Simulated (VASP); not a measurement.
# TiO2 (P4_2/mnm) in VASP: notebook

The runs below take TiO2 through relaxation of cell and atoms, with PBE, PBE+D3(BJ).

Program: VASP 6.6.1. These are calculated values, not measurements. Logs are shortened: lines on timing, memory, paths and dates and some standing lists are left out, and cuts for length are marked.

## 1. Starting point

The structure is tetragonal, space group P4_2/mnm (No. 136). Conventional cell: a = 4.592 Å, b = 4.592 Å, c = 2.957 Å, α = 90.00°, β = 90.00°, γ = 90.00°. Ti (site symmetry mmm) is surrounded by 6 O at 1.95 to 1.98 Å. Around O (site symmetry m2m) lie 3 Ti at 1.95 to 1.98 Å.

## 2. Relaxation of cell and atoms, PBE

Input file INCAR:

```
SYSTEM = TiO2
ALGO = Normal
EDIFF = 1E-7
EDIFFG = -0.005
ENCUT = 600
GGA = PE
IBRION = 2
ISIF = 3
ISMEAR = 0
LASPH = .TRUE.
LCHARG = .FALSE.
LREAL = .FALSE.
LWAVE = .FALSE.
NELM = 100
NSW = 90
PREC = Accurate
SIGMA = 0.02
```

Input file KPOINTS:

```
k-points
0
G
  6 6 10
  0 0 0
```

Input file POSCAR:

```
TiO2
1.0
    4.5922000000      0.0000000000      0.0000000000
    0.0000000000      4.5922000000      0.0000000000
    0.0000000000      0.0000000000      2.9574000000
Ti O
2 4
Direct
    0.0000000000      0.0000000000      0.0000000000
    0.5000000000      0.5000000000      0.5000000000
    0.3049600000      0.3049600000      0.0000000000
    0.1950400000      0.8049600000      0.5000000000
    0.6950400000      0.6950400000      0.0000000000
    0.8049600000      0.1950400000      0.5000000000
```

Potentials or basis: VASP PAW PBE potentials, release 64 (Ti_sv, O).

Command:

```
$ cat potpaw_PBE.64/Ti_sv/POTCAR potpaw_PBE.64/O/POTCAR > POTCAR
$ mpirun -np 1 vasp_std > vasp.out
```

OUTCAR:

```text
SYSTEM = TiO2
   EDIFF = 1E-7
   EDIFFG = -0.005
   ENCUT = 600
   GGA = PE
   IBRION = 2
   ISIF = 3
   ISMEAR = 0
   LASPH = .TRUE.
   LREAL = .FALSE.
   NELM = 100
   NSW = 90
   PREC = Accurate

 ion  position               nearest neighbor table
   1  0.000  0.000  0.000-   4 1.95   6 1.95   4 1.95   6 1.95   5 1.98   3 1.98
   2  0.500  0.500  0.500-   3 1.95   5 1.95   3 1.95   5 1.95   4 1.98   6 1.98
   3  0.305  0.305  0.000-   2 1.95   2 1.95   1 1.98
   4  0.195  0.805  0.500-   1 1.95   1 1.95   2 1.98
   5  0.695  0.695  0.000-   2 1.95   2 1.95   1 1.98
   6  0.805  0.195  0.500-   1 1.95   1 1.95   2 1.98

  LATTYP: Found a simple tetragonal cell.
 ALAT       =     4.5922000000
 C/A-ratio  =     0.6440050520

  Lattice vectors:

 A1 = (   4.5922000000,   0.0000000000,   0.0000000000)
 A2 = (   0.0000000000,   4.5922000000,   0.0000000000)
 A3 = (   0.0000000000,   0.0000000000,   2.9574000000)

Analysis of symmetry for initial positions (statically):
=====================================================================
 Subroutine PRICEL returns:
 Original cell was already a primitive cell.

 Routine SETGRP: Setting up the symmetry group for a
 simple tetragonal supercell.

 Subroutine GETGRP returns: Found 16 space group operations
 (whereof  8 operations were pure point group operations)
 out of a pool of 16 trial point group operations.

The static configuration has the point symmetry D_2h.
 The point group associated with its full space group is D_4h.

Analysis of symmetry for dynamics (positions and initial velocities):
=====================================================================
 Subroutine PRICEL returns:
 Original cell was already a primitive cell.

 Routine SETGRP: Setting up the symmetry group for a
 simple tetragonal supercell.

 Subroutine GETGRP returns: Found 16 space group operations
 (whereof  8 operations were pure point group operations)
 out of a pool of 16 trial point group operations.

The dynamic configuration has the point symmetry D_2h.
 The point group associated with its full space group is D_4h.

 Subroutine INISYM returns: Found 16 space group operations
 (whereof  8 operations are pure point group operations),
 and found     1 'primitive' translations

----------------------------------------------------------------------------------------

                                     Primitive cell

  volume of cell :      62.3665

  direct lattice vectors                    reciprocal lattice vectors
     4.592200000  0.000000000  0.000000000     0.217760550  0.000000000  0.000000000
     0.000000000  4.592200000  0.000000000     0.000000000  0.217760550  0.000000000
     0.000000000  0.000000000  2.957400000     0.000000000  0.000000000  0.338134848

  length of vectors
     4.592200000  4.592200000  2.957400000     0.217760550  0.217760550  0.338134848

  position of ions in fractional coordinates (direct lattice)
     0.000000000  0.000000000  0.000000000
     0.500000000  0.500000000  0.500000000
     0.304960000  0.304960000  0.000000000
     0.195040000  0.804960000  0.500000000
     0.695040000  0.695040000  0.000000000
     0.804960000  0.195040000  0.500000000

  ion indices of the primitive-cell ions
   primitive index   ion index
                 1           1
                 2           2
                 3           3
                 4           4
                 5           5
                 6           6

----------------------------------------------------------------------------------------

 KPOINTS: k-points

Automatic generation of k-mesh.
 Grid dimensions read from file:
 generate k-points for:    6    6   10

 Generating k-lattice:

  Cartesian coordinates                     Fractional coordinates (reciprocal lattice)
     0.036293425  0.000000000  0.000000000     0.166666667  0.000000000  0.000000000
     0.000000000  0.036293425  0.000000000     0.000000000  0.166666667  0.000000000
     0.000000000  0.000000000  0.033813485     0.000000000  0.000000000  0.100000000

  Length of vectors
     0.036293425  0.036293425  0.033813485

  Shift w.r.t. Gamma in fractional coordinates (k-lattice)
     0.000000000  0.000000000  0.000000000

 Subroutine IBZKPT returns following result:
 ===========================================

 Found     60 irreducible k-points:

 Following reciprocal coordinates:
            Coordinates               Weight
  0.000000  0.000000  0.000000      1.000000
  0.166667  0.000000  0.000000      4.000000
  0.333333  0.000000  0.000000      4.000000
  0.500000  0.000000  0.000000      2.000000
  0.166667  0.166667  0.000000      4.000000
  0.333333  0.166667  0.000000      8.000000
[... 16 lines left out ...]
  0.333333  0.000000  0.200000      8.000000
  0.500000  0.000000  0.200000      4.000000
 [... further k-points ...]
   k-points           NKPTS =     60   k-points in BZ     NKDIM =     60   number of bands    NBANDS=     28
   number of dos      NEDOS =    301   number of ions     NIONS =      6
   total plane-waves  NPLWV =  38400
   dimension x,y,z NGX =    40 NGY =   40 NGZ =   24
   dimension x,y,z NGXF=    80 NGYF=   80 NGZF=   48
   ions per type =               2   4
   NGX,Y,Z   is equivalent  to a cutoff of  14.48, 14.48, 13.49 a.u.
   NGXF,Y,Z  is equivalent  to a cutoff of  28.96, 28.96, 26.98 a.u.
 SYSTEM =  TiO2
   PREC   = accura    normal or accurate (medium, high low for compatibility)
   ISTART =      0    job   : 0-new  1-cont  2-samecut
   ICHARG =      2    charge: 1-file 2-atom 10-const
   ISPIN  =      1    spin polarized calculation?
   LNONCOLLINEAR =      F non collinear calculations
   LSORBIT =      F    spin-orbit coupling
   LASPH  =      T    aspherical Exc in radial PAW
   ENCUT  =  600.0 eV  44.10 Ry    6.64 a.u.   9.17  9.17  5.91*2*pi/ulx,y,z
   NELM   =    100;   NELMIN=  2; NELMDL= -5     # of ELM steps
   EDIFF  = 0.1E-06   stopping-criterion for ELM
   LREAL  =      F    real-space projection
   EDIFFG = -.5E-02   stopping-criterion for IOM
   NSW    =     90    number of steps for IOM
   IBRION =      2    ionic relax: 0-MD 1-quasi-New 2-CG
   NFREE  =      1    steps in history (QN), initial steepest desc. (CG)
   ISIF   =      3    stress and relaxation
   ISYM   =      2    0-nonsym 1-usesym 2-fastsym
   POTIM  = 0.5000    time-step for ionic-motion
   TEBEG  =    0.0;   TEEND  =   0.0 temperature during run
   PSTRESS=    0.0 pullay stress
   NELECT =      48.0000    total number of electrons
   NUPDOWN=      -1.0000    fix difference up-down
   EMIN   =  10.00;   EMAX   =-10.00  energy-range for DOS
   EFERMI =   0.00;   METHOD = LEGACY
   ISMEAR =     0;   SIGMA  =   0.02  broadening in eV -4-tet -1-fermi 0-gaus
   EFERMI_NEDOS =   21; number of points for ismear=-14 and -15
   IALGO  =     38    algorithm
   IMIX   =      4    mixing-type and parameters
     AMIX     =   0.40;   BMIX     =  1.00
     AMIX_MAG =   1.60;   BMIX_MAG =  1.00
  volume/ion in A,a.u.               =      10.39        70.15
  Fermi-wavevector in a.u.,A,eV,Ry     =   1.500277  2.835112 30.624403  2.250830
  Thomas-Fermi vector in A             =   2.611798
   LORBIT       =      0    0 simple, 1 ext, 2 COOP (PROOUT), +10 PAW based schemes
   GGA     = PE    functional components
   LHFCALC =     F    Hartree Fock is set to
   AEXX    =    0.0000 exact exchange contribution
   IVDW    =     0    specifies the selected vdW correction
   LEPSILON=     F    determine dielectric tensor
   LRPA    =     F    only Hartree local field effects (RPA)
 conjugate gradient relaxation of ions
 non-spin polarized calculation
 Gauss-broadening in eV      SIGMA  =   0.02
  energy-cutoff  :      600.00
  volume of cell :       62.37
 maximum number of plane-waves:      2102
 NGX is ok and might be reduce to    40
   NGX = 19   NGY = 19   NGZ = 11

--------------------------------------- Ionic step        1  -------------------------------------------

 number of electron      47.9999989 magnetization

 Free energy of the ion-electron system (eV)
  ---------------------------------------------------
  ext. energy  EPLUGINS =         0.00000000
  ---------------------------------------------------
  free energy    TOTEN  =       -53.65089284 eV

  energy without entropy =      -53.65089284  energy(sigma->0) =      -53.65089284

------------------------ aborting loop because EDIFF is reached ----------------------------------------

  FORCE on cell =-STRESS in cart. coord.  units (eV):
  Direction    XX          YY          ZZ          XY          YZ          ZX
  --------------------------------------------------------------------------------------
  -------------------------------------------------------------------------------------
  Total        2.3366261      2.3366261      2.1383799     -0.0000000      0.0000000      0.0000000
  in kB       60.0272082     60.0272082     54.9343245     -0.0000000      0.0000000      0.0000000
  external PRESSURE =      58.3295803 kB  Pullay stress =       0.0000000 kB
[... 265 lines left out ...]
  energy  without entropy=      -53.6806296516  energy(sigma->0) =      -53.68062965

--------------------------------------- Ionic step        8  -------------------------------------------

 number of electron      47.9999980 magnetization

 Free energy of the ion-electron system (eV)
  ---------------------------------------------------
  ext. energy  EPLUGINS =         0.00000000
  ---------------------------------------------------
  free energy    TOTEN  =       -53.68064305 eV

  energy without entropy =      -53.68064305  energy(sigma->0) =      -53.68064305

 E-fermi :   4.7742     XC(G=0): -11.2763

 val. band max:        4.5640016143   @ k =   0.0000   0.0000   0.0000
 cond. band min:       6.3874659647   @ k =   0.0000   0.0000   0.0000
 fundamental gap:      1.8234643504
 Fermi energy:         4.7741864552

 k-point     1 :       0.0000    0.0000    0.0000
  band No.  band energies     occupation
      1     -52.4084      2.00000
      2     -52.3937      2.00000
      3     -28.6935      2.00000
      4     -28.6935      2.00000
      5     -28.5450      2.00000
      6     -28.5450      2.00000
[... 733 lines left out ...]
     27       7.6194      0.00000
     28       7.6194      0.00000

 [... further k-points ...]

------------------------ aborting loop because EDIFF is reached ----------------------------------------

  FORCE on cell =-STRESS in cart. coord.  units (eV):
  Direction    XX          YY          ZZ          XY          YZ          ZX
  --------------------------------------------------------------------------------------
  -------------------------------------------------------------------------------------
  Total       -0.0061628     -0.0061628      0.0026936     -0.0000000      0.0000000      0.0000000
  in kB       -0.1542553     -0.1542553      0.0674215     -0.0000000      0.0000000      0.0000000
  external PRESSURE =      -0.0803630 kB  Pullay stress =       0.0000000 kB
[... 21 lines left out ...]
  FREE ENERGIE OF THE ION-ELECTRON SYSTEM (eV)
  ---------------------------------------------------
  free  energy   TOTEN  =       -53.6806430545 eV

  energy  without entropy=      -53.6806430545  energy(sigma->0) =      -53.68064305

 reached required accuracy - stopping structural energy minimisation
```

Wall time 7.1 min (1 thread of AMD EPYC 9R14 (Zen 4), shared host); peak memory 0.24 GiB.

Results:

```
Free energy                            : -53.6806 eV
Relaxed volume                         : 10.67 Å³/atom
Relaxed cell                           : a = 4.645 Å, b = 4.645 Å, c = 2.967 Å, α = 90.00°, β = 90.00°, γ = 90.00°
Space group after relaxing (to 0.05 Å) : P4_2/mnm (No. 136)
Energy gained by relaxing              : 5.0 meV/atom
Ionic steps                            : 8
Pressure after relaxing                : 0.0 GPa
Band gap on the k mesh                 : 1.82 eV, direct
```

Forces in eV/Å, atoms in the order of the input:
```
Ti   0.000  0.000  0.000
Ti   0.000  0.000  0.000
O    0.002  0.002  0.000
O   -0.002  0.002  0.000
O   -0.002 -0.002  0.000
O    0.002 -0.002  0.000
```

The path:
```csv
step,energy change (eV),largest force (eV/Å),pressure (GPa),volume (Å³)
1,0.0000,0.1241,5.83,62.37
2,0.0143,0.2347,-6.47,65.84
3,-0.0277,0.0461,-0.02,63.89
4,-0.0277,0.0429,0.08,63.86
5,-0.0295,0.0151,0.09,63.94
6,-0.0297,0.0018,0.10,63.98
7,-0.0297,0.0042,-0.11,64.05
8,-0.0298,0.0026,-0.01,64.01
```

Final structure:
```yaml
crystal:
  lattice:
    - [4.64499, 0.00000, 0.00000]
    - [0.00000, 4.64499, 0.00000]
    - [0.00000, 0.00000, 2.96676]
  atoms:
    - { symbol: Ti, position: [0.00000, 0.00000, 0.00000] }
    - { symbol: Ti, position: [0.50000, 0.50000, 0.50000] }
    - { symbol: O, position: [0.30496, 0.30496, 0.00000] }
    - { symbol: O, position: [0.19504, 0.80496, 0.50000] }
    - { symbol: O, position: [0.69504, 0.69504, 0.00000] }
    - { symbol: O, position: [0.80496, 0.19504, 0.50000] }
```

A k mesh can miss the band edges. PBE usually gives volumes a little too large and moduli too small.

## 3. Relaxation of cell and atoms, PBE+D3(BJ)

Edit INCAR of step 2 so:

```diff
@@ -9,2 +9,3 @@
 ISMEAR = 0
+IVDW = 12
 LASPH = .TRUE.
```

KPOINTS is that of step 2.

POSCAR is that of step 2.

Potentials or basis: VASP PAW PBE potentials, release 64 (Ti_sv, O).

Command:

```
$ cat potpaw_PBE.64/Ti_sv/POTCAR potpaw_PBE.64/O/POTCAR > POTCAR
$ mpirun -np 1 vasp_std > vasp.out
```

Run time: 4.5 min. Hardware: 1 thread of AMD EPYC 9R14 (Zen 4), shared host; peak memory 0.24 GiB.

The run converged. Its results:

* Free energy: -55.1484 eV
* Relaxed volume: 10.47 Å³/atom
* Relaxed cell: a = 4.609 Å, b = 4.609 Å, c = 2.957 Å, α = 90.00°, β = 90.00°, γ = 90.00°
* Space group after relaxing (to 0.05 Å): P4_2/mnm (No. 136)
* Energy gained by relaxing: 0.7 meV/atom
* Ionic steps: 5
* Pressure after relaxing: 0.0 GPa
* Largest force after relaxing: 0.004 eV/Å
* Band gap on the k mesh: 1.83 eV, direct
* Dispersion energy per atom: -0.247 eV

Forces on the atoms (eV/Å):
```
Ti   0.000  0.000  0.000
Ti   0.000  0.000  0.000
O    0.003  0.003  0.000
O   -0.003  0.003  0.000
O   -0.003 -0.003  0.000
O    0.003 -0.003  0.000
```

Step by step:
```
step  energy change (eV)  largest force (eV/Å)  pressure (GPa)  volume (Å³)
   1              0.0000                0.1277            1.86        62.37
   2              0.0013                0.0783           -2.44        63.46
   3             -0.0037                0.0302           -0.16        62.87
   4             -0.0041                0.0023           -0.02        62.84
   5             -0.0041                0.0036            0.01        62.83
```

Final structure:
```cif
data_structure
_symmetry_space_group_name_H-M 'P 1'
_symmetry_Int_Tables_number 1
_cell_length_a 4.6093
_cell_length_b 4.6093
_cell_length_c 2.9574
_cell_angle_alpha 90.000
_cell_angle_beta 90.000
_cell_angle_gamma 90.000
_cell_volume 62.83
loop_
_atom_site_label
_atom_site_type_symbol
_atom_site_fract_x
_atom_site_fract_y
_atom_site_fract_z
_atom_site_occupancy
Ti1 Ti 0.00000 0.00000 0.00000 1
Ti2 Ti 0.50000 0.50000 0.50000 1
O1 O 0.30423 0.30423 0.00000 1
O2 O 0.19577 0.80423 0.50000 1
O3 O 0.69577 0.69577 0.00000 1
O4 O 0.80423 0.19577 0.50000 1
```

Levels at points of the mesh, in eV from the valence-band top:
| k point | band 20 | band 21 | band 22 | band 23 | band 24 | band 25 | band 26 | band 27 | band 28 |
| --- | --- | --- | --- | --- | --- | --- | --- | --- | --- |
| (0.00, 0.00, 0.00) | -1.96 | -0.70 | -0.46 | -0.46 | 0.00 | 1.83 | 2.11 | 2.37 | 2.47 |
| (0.50, 0.00, 0.00) | -3.06 | -1.63 | -1.63 | -0.74 | -0.74 | 2.49 | 2.49 | 2.99 | 2.99 |
| (0.50, 0.50, 0.00) | -2.18 | -1.30 | -1.30 | -1.08 | -1.08 | 1.86 | 1.86 | 2.49 | 2.49 |
| (0.00, 0.00, 0.50) | -2.78 | -2.34 | -2.34 | -1.42 | -1.42 | 2.93 | 2.93 | 3.16 | 3.16 |
| (0.50, 0.00, 0.50) | -2.37 | -2.03 | -2.03 | -1.03 | -1.03 | 1.88 | 1.88 | 3.18 | 3.18 |
| (0.50, 0.50, 0.50) | -2.75 | -1.28 | -1.28 | -0.68 | -0.68 | 2.57 | 2.57 | 3.17 | 3.17 |

A k mesh can miss the band edges. Zero-point motion and thermal expansion aren't in these numbers.
